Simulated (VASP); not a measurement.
# Gd (Im-3m) in VASP: notebook

The runs below take Gd through single point, with PBE+U.

All numbers are computed with VASP 6.6.1; they aren't measurements. Logs are shortened: lines on timing, memory, paths and dates and some standing lists are left out, and cuts for length are marked.

### Step 1. The structure

The structure is cubic, space group Im-3m (No. 229). The conventional cell has a = 4.048 Å, b = 4.048 Å, c = 4.048 Å, α = 90.00°, β = 90.00°, γ = 90.00°. Around Gd (site symmetry m-3m) lie 8 Gd at 3.51 Å.

The cell was built by a generator and needn't be a form met in nature.

### Step 2. Single point, PBE+U, collinear spin, typed start

Input file INCAR:

```
ALGO = Normal ; EDIFF = 1E-6
ENCUT = 520 ; GGA = PE
ISIF = 2 ; ISMEAR = 0
ISPIN = 2 ; LASPH = T
LCHARG = F ; LDAU = T
LDAUJ = 0 ; LDAUL = 3
LDAUPRINT = 1 ; LDAUTYPE = 2
LDAUU = 6 ; LMAXMIX = 6
LORBIT = 11 ; LREAL = F
LWAVE = F ; MAGMOM = 7
NBANDS = 19 ; NELM = 150
PREC = Accurate ; SIGMA = 0.05
```

Input file KPOINTS:

```
k-points
0
Gamma
  8 8 8
```

Input file POSCAR:

```
Gd
1.0
   -2.0239434614      2.0239434614      2.0239434614
    2.0239434614     -2.0239434614      2.0239434614
    2.0239434614      2.0239434614     -2.0239434614
Gd
1
Direct
    0.0000000000      0.0000000000      0.0000000000
```

Potentials or basis: VASP PAW PBE potentials, release 64 (Gd).

Launch:

```console
$ cat potpaw_PBE.64/Gd/POTCAR > POTCAR
$ mpirun -np 1 vasp_std > vasp.out
```

OUTCAR:

```text
EDIFF = 1E-6
   ENCUT = 520
   GGA = PE
   ISIF = 2
   ISMEAR = 0
   ISPIN = 2
   LASPH = T
   LORBIT = 11
   LREAL = F
   NELM = 150
   PREC = Accurate

 ion  position               nearest neighbor table
   1  0.000  0.000  0.000-

  LATTYP: Found a body centered cubic cell.
 ALAT       =     4.0478869228

  Lattice vectors:

 A1 = (  -2.0239434614,   2.0239434614,   2.0239434614)
 A2 = (   2.0239434614,  -2.0239434614,   2.0239434614)
 A3 = (   2.0239434614,   2.0239434614,  -2.0239434614)

Analysis of symmetry for initial positions (statically):
=====================================================================
 Subroutine PRICEL returns:
 Original cell was already a primitive cell.

 Routine SETGRP: Setting up the symmetry group for a
 body centered cubic supercell.

 Subroutine GETGRP returns: Found 48 space group operations
 (whereof 48 operations were pure point group operations)
 out of a pool of 48 trial point group operations.

The static configuration has the point symmetry O_h .

Analysis of symmetry for dynamics (positions and initial velocities):
=====================================================================
 Subroutine PRICEL returns:
 Original cell was already a primitive cell.

 Routine SETGRP: Setting up the symmetry group for a
 body centered cubic supercell.

 Subroutine GETGRP returns: Found 48 space group operations
 (whereof 48 operations were pure point group operations)
 out of a pool of 48 trial point group operations.

The dynamic configuration has the point symmetry O_h .

Analysis of structural, dynamic, and magnetic symmetry:
=====================================================================
 Subroutine PRICEL returns:
 Original cell was already a primitive cell.

 Routine SETGRP: Setting up the symmetry group for a
 body centered cubic supercell.

 Subroutine GETGRP returns: Found 48 space group operations
 (whereof 48 operations were pure point group operations)
 out of a pool of 48 trial point group operations.

The overall configuration has the point symmetry O_h .

 Subroutine INISYM returns: Found 48 space group operations
 (whereof 48 operations are pure point group operations),
 and found     1 'primitive' translations

----------------------------------------------------------------------------------------

                                     Primitive cell

  volume of cell :      33.1631

  direct lattice vectors                    reciprocal lattice vectors
    -2.023943461  2.023943461  2.023943461     0.000000000  0.247042474  0.247042474
     2.023943461 -2.023943461  2.023943461     0.247042474  0.000000000  0.247042474
     2.023943461  2.023943461 -2.023943461     0.247042474  0.247042474  0.000000000

  length of vectors
     3.505572907  3.505572907  3.505572907     0.349370817  0.349370817  0.349370817

  position of ions in fractional coordinates (direct lattice)
     0.000000000  0.000000000  0.000000000

  ion indices of the primitive-cell ions
   primitive index   ion index
                 1           1

----------------------------------------------------------------------------------------

 KPOINTS: k-points

Automatic generation of k-mesh.
 Grid dimensions read from file:
 generate k-points for:    8    8    8

 Generating k-lattice:

  Cartesian coordinates                     Fractional coordinates (reciprocal lattice)
     0.000000000  0.030880309  0.030880309     0.125000000  0.000000000  0.000000000
     0.030880309  0.000000000  0.030880309     0.000000000  0.125000000  0.000000000
     0.030880309  0.030880309  0.000000000     0.000000000  0.000000000  0.125000000

  Length of vectors
     0.043671352  0.043671352  0.043671352

  Shift w.r.t. Gamma in fractional coordinates (k-lattice)
     0.000000000  0.000000000  0.000000000
[... 45 lines left out ...]
   ISPIN  =      2    spin polarized calculation?
   LNONCOLLINEAR =      F non collinear calculations
   LSORBIT =      F    spin-orbit coupling
   LASPH  =      T    aspherical Exc in radial PAW
   ENCUT  =  520.0 eV  38.22 Ry    6.18 a.u.   6.52  6.52  6.52*2*pi/ulx,y,z
   NELM   =    150;   NELMIN=  2; NELMDL= -5     # of ELM steps
   EDIFF  = 0.1E-05   stopping-criterion for ELM
   LREAL  =      F    real-space projection
   EDIFFG = 0.1E-04   stopping-criterion for IOM
   NSW    =      0    number of steps for IOM
   IBRION =     -1    ionic relax: 0-MD 1-quasi-New 2-CG
   NFREE  =      0    steps in history (QN), initial steepest desc. (CG)
   ISIF   =      2    stress and relaxation
   ISYM   =      2    0-nonsym 1-usesym 2-fastsym
   POTIM  = 0.5000    time-step for ionic-motion
   TEBEG  =    0.0;   TEEND  =   0.0 temperature during run
   PSTRESS=    0.0 pullay stress
   NELECT =      18.0000    total number of electrons
   NUPDOWN=      -1.0000    fix difference up-down
   EMIN   =  10.00;   EMAX   =-10.00  energy-range for DOS
   EFERMI =   0.00;   METHOD = LEGACY
   ISMEAR =     0;   SIGMA  =   0.05  broadening in eV -4-tet -1-fermi 0-gaus
   EFERMI_NEDOS =   21; number of points for ismear=-14 and -15
   IALGO  =     38    algorithm
   IMIX   =      4    mixing-type and parameters
     AMIX     =   0.40;   BMIX     =  1.00
     AMIX_MAG =   1.60;   BMIX_MAG =  1.00
  volume/ion in A,a.u.               =      33.16       223.80
  Fermi-wavevector in a.u.,A,eV,Ry     =   1.335408  2.523555 24.263466  1.783314
  Thomas-Fermi vector in A             =   2.464114
   LORBIT       =     11    0 simple, 1 ext, 2 COOP (PROOUT), +10 PAW based schemes
 LDA+U is selected, type is set to LDAUTYPE =  2
   angular momentum for each species LDAUL =     3
   U (eV)           for each species LDAUU =   6.0
   J (eV)           for each species LDAUJ =   0.0
   GGA     = PE    functional components
   LHFCALC =     F    Hartree Fock is set to
   AEXX    =    0.0000 exact exchange contribution
   IVDW    =     0    specifies the selected vdW correction
   LEPSILON=     F    determine dielectric tensor
   LRPA    =     F    only Hartree local field effects (RPA)
 spin polarized calculation
 Gauss-broadening in eV      SIGMA  =   0.05
  energy-cutoff  :      520.00
  volume of cell :       33.16
 maximum number of plane-waves:       935
 NGX is ok and might be reduce to    28
   NGX = 13   NGY = 13   NGZ = 13

atom =   1  type =  1  l = 3

 onsite density matrix

spin component  1

  0.9901  0.0000 -0.0002 -0.0000 -0.0000  0.0000 -0.0000
  0.0000  0.9893  0.0000  0.0000  0.0000 -0.0000  0.0000
 -0.0002  0.0000  0.9902  0.0000 -0.0000 -0.0000 -0.0000
 -0.0000  0.0000  0.0000  0.9899  0.0000 -0.0000  0.0000
 -0.0000  0.0000 -0.0000  0.0000  0.9902  0.0000  0.0002
  0.0000 -0.0000 -0.0000 -0.0000  0.0000  0.9904  0.0000
 -0.0000  0.0000 -0.0000  0.0000  0.0002  0.0000  0.9901

spin component  2

  0.0005  0.0000  0.0000  0.0000  0.0000 -0.0000 -0.0000
  0.0000  0.0003 -0.0000 -0.0000 -0.0000  0.0000  0.0000
  0.0000 -0.0000  0.0005 -0.0000  0.0000  0.0000 -0.0000
  0.0000 -0.0000 -0.0000  0.0005 -0.0000  0.0000 -0.0000
  0.0000 -0.0000  0.0000 -0.0000  0.0005 -0.0000 -0.0000
 -0.0000  0.0000  0.0000  0.0000 -0.0000  0.0005 -0.0000
 -0.0000  0.0000 -0.0000 -0.0000 -0.0000 -0.0000  0.0005

 occupancies and eigenvectors

  o =  0.0003  v =  0.0000  0.0000  0.0000  0.0000  0.0000  0.0000  0.0000  0.0000 -1.0000 -0.0000 -0.0000 -0.0000  0.0000 -0.0000      0.0000  0.0000  0.0000  0.0000  0.0000  0.0000  0.0000  0.0000  0.0000  0.0000  0.0000  0.0000  0.0000  0.0000
  o =  0.0005  v =  0.0000  0.0000  0.0000  0.0000  0.0000  0.0000  0.0000 -0.6124 -0.0000  0.7906  0.0000  0.0000 -0.0003  0.0000      0.0000  0.0000  0.0000  0.0000  0.0000  0.0000  0.0000  0.0000  0.0000  0.0000  0.0000  0.0000  0.0000  0.0000
  o =  0.0005  v =  0.0000  0.0000  0.0000  0.0000  0.0000  0.0000  0.0000  0.0000 -0.0000 -0.0000  0.0000  0.7906  0.0005  0.6124      0.0000  0.0000  0.0000  0.0000  0.0000  0.0000  0.0000  0.0000  0.0000  0.0000  0.0000  0.0000  0.0000  0.0000
  o =  0.0005  v =  0.0000  0.0000  0.0000  0.0000  0.0000  0.0000  0.0000 -0.0002  0.0000  0.0002 -0.0000 -0.0004  1.0000 -0.0003      0.0000  0.0000  0.0000  0.0000  0.0000  0.0000  0.0000  0.0000  0.0000  0.0000  0.0000  0.0000  0.0000  0.0000
  o =  0.0005  v =  0.0000  0.0000  0.0000  0.0000  0.0000  0.0000  0.0000 -0.0001  0.0000 -0.0000 -1.0000 -0.0001 -0.0000  0.0001      0.0000  0.0000  0.0000  0.0000  0.0000  0.0000  0.0000  0.0000  0.0000  0.0000  0.0000  0.0000  0.0000  0.0000
  o =  0.0005  v =  0.0000  0.0000  0.0000  0.0000  0.0000  0.0000  0.0000 -0.7906  0.0000 -0.6124  0.0001  0.0003  0.0000 -0.0003      0.0000  0.0000  0.0000  0.0000  0.0000  0.0000  0.0000  0.0000  0.0000  0.0000  0.0000  0.0000  0.0000  0.0000
  o =  0.0005  v =  0.0000  0.0000  0.0000  0.0000  0.0000  0.0000  0.0000 -0.0003  0.0000 -0.0003  0.0001 -0.6124 -0.0000  0.7906      0.0000  0.0000  0.0000  0.0000  0.0000  0.0000  0.0000  0.0000  0.0000  0.0000  0.0000  0.0000  0.0000  0.0000
  o =  0.9893  v =  0.0000  1.0000  0.0000  0.0000 -0.0000 -0.0000 -0.0000  0.0000  0.0000  0.0000  0.0000  0.0000  0.0000  0.0000      0.0000  0.0000  0.0000  0.0000  0.0000  0.0000  0.0000  0.0000  0.0000  0.0000  0.0000  0.0000  0.0000  0.0000
  o =  0.9899  v =  0.0001 -0.0000  0.0001 -0.0153  0.6123 -0.0000 -0.7905  0.0000  0.0000  0.0000  0.0000  0.0000  0.0000  0.0000      0.0000  0.0000  0.0000  0.0000  0.0000  0.0000  0.0000  0.0000  0.0000  0.0000  0.0000  0.0000  0.0000  0.0000
  o =  0.9899  v =  0.7906 -0.0000  0.6124 -0.0001 -0.0001 -0.0000  0.0001  0.0000  0.0000  0.0000  0.0000  0.0000  0.0000  0.0000      0.0000  0.0000  0.0000  0.0000  0.0000  0.0000  0.0000  0.0000  0.0000  0.0000  0.0000  0.0000  0.0000  0.0000
  o =  0.9899  v = -0.0001  0.0000 -0.0001 -0.9999 -0.0094  0.0000  0.0121  0.0000  0.0000  0.0000  0.0000  0.0000  0.0000  0.0000      0.0000  0.0000  0.0000  0.0000  0.0000  0.0000  0.0000  0.0000  0.0000  0.0000  0.0000  0.0000  0.0000  0.0000
  o =  0.9904  v =  0.0002 -0.0000 -0.0002 -0.0000  0.0115 -0.9999  0.0089  0.0000  0.0000  0.0000  0.0000  0.0000  0.0000  0.0000      0.0000  0.0000  0.0000  0.0000  0.0000  0.0000  0.0000  0.0000  0.0000  0.0000  0.0000  0.0000  0.0000  0.0000
  o =  0.9904  v =  0.0001 -0.0000 -0.0001 -0.0000 -0.7905 -0.0145 -0.6123  0.0000  0.0000  0.0000  0.0000  0.0000  0.0000  0.0000      0.0000  0.0000  0.0000  0.0000  0.0000  0.0000  0.0000  0.0000  0.0000  0.0000  0.0000  0.0000  0.0000  0.0000
  o =  0.9904  v = -0.6124 -0.0000  0.7906  0.0000 -0.0001 -0.0003 -0.0001  0.0000  0.0000  0.0000  0.0000  0.0000  0.0000  0.0000      0.0000  0.0000  0.0000  0.0000  0.0000  0.0000  0.0000  0.0000  0.0000  0.0000  0.0000  0.0000  0.0000  0.0000

 number of electron      18.0000008 magnetization       7.9644079

 Free energy of the ion-electron system (eV)
  ---------------------------------------------------
  ext. energy  EPLUGINS =         0.00000000
  ---------------------------------------------------
  free energy    TOTEN  =       -11.32941158 eV

  energy without entropy =      -11.32762779  energy(sigma->0) =      -11.32851969

 E-fermi :   2.9836     XC(G=0):  -9.9615

 val. band max:        2.9810976490   @ k =  -0.3750   0.3750   0.1250
 cond. band min:       3.0077604605   @ k =   0.2500   0.2500   0.0000
 fundamental gap:      0.0266628115
 Fermi energy:         2.9835818192

 spin component 1

 k-point     1 :       0.0000    0.0000    0.0000
  band No.  band energies     occupation
      1     -42.5007      1.00000
      2     -19.4973      1.00000
      3     -19.4973      1.00000
      4     -19.4973      1.00000
      5      -5.1034      1.00000
      6      -5.1034      1.00000
[... 1049 lines left out ...]
     18      14.0690      0.00000
     19      15.6471      0.00000

 [... further k-points ...]

------------------------ aborting loop because EDIFF is reached ----------------------------------------

  FORCE on cell =-STRESS in cart. coord.  units (eV):
  Direction    XX          YY          ZZ          XY          YZ          ZX
  --------------------------------------------------------------------------------------
  -------------------------------------------------------------------------------------
  Total        0.1683838      0.1683838      0.1683838     -0.0000000      0.0000000     -0.0000000
  in kB        8.1349672      8.1349672      8.1349672     -0.0000000      0.0000000     -0.0000000
  external PRESSURE =       8.1349672 kB  Pullay stress =       0.0000000 kB

 VOLUME and BASIS-vectors are now :
 -----------------------------------------------------------------------------
  energy-cutoff  :      520.00
  volume of cell :       33.16
      direct lattice vectors                 reciprocal lattice vectors
    -2.023943461  2.023943461  2.023943461     0.000000000  0.247042474  0.247042474
     2.023943461 -2.023943461  2.023943461     0.247042474  0.000000000  0.247042474
     2.023943461  2.023943461 -2.023943461     0.247042474  0.247042474  0.000000000

 POSITION                                       TOTAL-FORCE (eV/Angst)
 -----------------------------------------------------------------------------------
      0.00000      0.00000      0.00000        -0.000000      0.000000      0.000000
 -----------------------------------------------------------------------------------
    total drift:                               -0.000000     -0.000000     -0.000000

  FREE ENERGIE OF THE ION-ELECTRON SYSTEM (eV)
  ---------------------------------------------------
  free  energy   TOTEN  =       -11.3294115815 eV

  energy  without entropy=      -11.3276277941  energy(sigma->0) =      -11.32851969

 total charge

# of ion       s       p       d       f       tot
--------------------------------------------------
    1        2.073   5.568   0.616   6.928  15.184

 magnetization (x)

# of ion       s       p       d       f       tot
--------------------------------------------------
    1        0.002  -0.053   0.307   6.921   7.177
```

Wall time 26 s (1 thread of Intel Xeon 6975P-C (Granite Rapids), shared host); peak memory 0.19 GiB.

What came out:

```yaml
Free_energy: -11.3294 eV
Pressure: 0.8 GPa
Band_gap_on_the_k_mesh: none (metal or under the smearing width)
Net_moment: 7.96 μB per cell
Site_moments: Gd +7.18 μB
Valence_electrons_inside_the_program's_atomic_spheres: Gd 15.18
```

Eigenvalues of the final occupation matrices:
```
    site  spin  trace                         eigenvalues
site 1 f     1   6.93  0.99 0.99 0.99 0.99 0.99 0.99 0.99
site 1 f     2   0.00  0.00 0.00 0.00 0.00 0.00 0.00 0.00
```

Caveat: spin-orbit coupling is left out, which moves the levels of the heavy elements. The state reached can hang on the start; a lower one may exist.

### Step 3. Single point, PBE+U, collinear spin, twin_end start

This run uses another cell than the first one, of 33.87 Å³/atom, 1.021 times its volume.

Input file INCAR:

```
SYSTEM = Gd
ALGO = Normal ; EDIFF = 1E-7
ENCUT = 520 ; GGA = PE
ISIF = 2 ; ISMEAR = 0
ISPIN = 2 ; LASPH = .TRUE.
LCHARG = .FALSE. ; LDAU = .TRUE.
LDAUJ = 0 ; LDAUL = 3
LDAUPRINT = 1 ; LDAUTYPE = 2
LDAUU = 6 ; LMAXMIX = 6
LORBIT = 11 ; LREAL = .FALSE.
LWAVE = .FALSE. ; MAGMOM = 8.32
NBANDS = 19 ; NELM = 150
PREC = Accurate ; SIGMA = 0.05
```

Input file KPOINTS:

```
k-points
0
G
  8 8 8
  0 0 0
```

Input file POSCAR:

```
Gd
1.0
   -2.0381777660      2.0381777660      2.0381777660
    2.0381777660     -2.0381777660      2.0381777660
    2.0381777660      2.0381777660     -2.0381777660
Gd
1
Direct
    0.0000000000      0.0000000000      0.0000000000
```

Potentials or basis: VASP PAW PBE potentials, release 64 (Gd).

Launch:

```console
$ cat potpaw_PBE.64/Gd/POTCAR > POTCAR
$ mpirun -np 1 vasp_std > vasp.out
```

Wall time 28 s (1 thread of Intel Xeon 6975P-C (Granite Rapids), shared host); peak memory 0.19 GiB.

It converged, with:

* Free energy: -11.3315 eV
* Pressure: -0.1 GPa
* Band gap on the k mesh: none (metal or under the smearing width)
* Net moment: 7.97 μB per cell
* Site moments: Gd +7.17 μB
* Valence electrons inside the program's atomic spheres: Gd 15.17

Levels at points of the mesh, in eV from the Fermi level:
Spin up:
```tsv
k point	band 9	band 10	band 11	band 12	band 13	band 14	band 15	band 16	band 17	band 18
(0.00, 0.00, 0.00)	-8.03	-8.03	-8.00	-5.14	1.19	1.19	1.19	3.36	3.36	9.88
(0.50, 0.00, 0.00)	-8.04	-8.04	-8.02	-2.48	-0.37	0.88	3.25	4.01	5.88	7.89
(0.50, 0.50, 0.50)	-8.03	-8.03	-8.03	-1.94	-1.94	5.24	5.24	5.24	5.55	5.55
```
Spin down:
```
           k point  band 3  band 4  band 5  band 6  band 7  band 8
(0.00, 0.00, 0.00)  -20.04  -20.04   -4.07    2.52    2.52    2.52
(0.50, 0.00, 0.00)  -20.29  -20.05   -1.41    0.85    1.94    2.99
(0.50, 0.50, 0.50)  -20.57  -20.57   -0.99   -0.99    3.11    3.11
```

Eigenvalues of the final occupation matrices:
```tsv
site	spin	trace	eigenvalues
site 1 f	1	6.93	0.99 0.99 0.99 0.99 0.99 0.99 0.99
site 1 f	2	0.00	0.00 0.00 0.00 0.00 0.00 0.00 0.00
```

Caveat: spin-orbit coupling is left out, which moves the levels of the heavy elements. The state reached can hang on the start; a lower one may exist.
